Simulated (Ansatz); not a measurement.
Mo₃Si: opening a crack plane

Mo₃Si, Pm-3n, a = 4.906 Å. The structure is a COD entry; whether it is the stable form wasn't checked. Ansatz: PBE, PAW, 420 eV, Γ-centred 8×8×4 mesh on 16 atoms, Gaussian smearing 0.15 eV; no spin polarisation. One cut on (100) per cell of 16 atoms is opened rigidly by x, between planes of Mo and Mo+Si that stand 1.23 Å apart; y is the energy per area (24.073 Å², 1 eV/Å² = 16.02 J/m²).

```
x (Å) y (J/m²)
 0.00     0.000
 0.25     0.407
 0.50         ?
 1.00     2.978
 1.50     4.223
 2.00     4.975
 3.00     5.586
 6.00     5.761
```

Question: Fit the universal binding curve y = W[1 − (1 + x/l) e^(−x/l)] to the other rows, give the peak stress, and predict the missing value.

Answer: Least squares gives W = 5.77 J/m² and l = 0.578 Å. The stress dy/dx peaks at x = l with W/(e l) = 36.7 GPa, for rigid faces. At x = 0.50: x/l = 0.865, y = 1.239 J/m². The run gave 1.241 J/m², so the fit is 0.002 J/m² too low, within the rms miss on the fitted rows (0.009 J/m²).

Cost: 9 runs of about 30 core-minutes in all, on Oxide Virtual Turin-like Processor (Zen 5) (shared hosts).

The separation energy rises steeply and then levels off, with most of the cost already paid by 2.00 Å, as expected for short-range metallic and covalent bonding. In the A15 structure, Mo chains run along all three cube axes, so a (100) cut must sever the chains normal to it as well as Mo–Si contacts. The large work of separation therefore probably reflects mainly the loss of Mo 4d bonding, with some Si p–Mo d contribution. The universal form works because the overlap of the electron density tails from the two faces decays roughly exponentially with the gap.

The withheld point lies close to the stress maximum, so its agreement supports the fitted peak stress as well as the interpolated energy. The plateau is the sum of the energies of two chemically different faces, and half of it is only their average. Whether Mo₃Si cleaves or blunts a crack doesn't follow from this curve, since that also depends on the resistance to shear and dislocation emission at the tip.
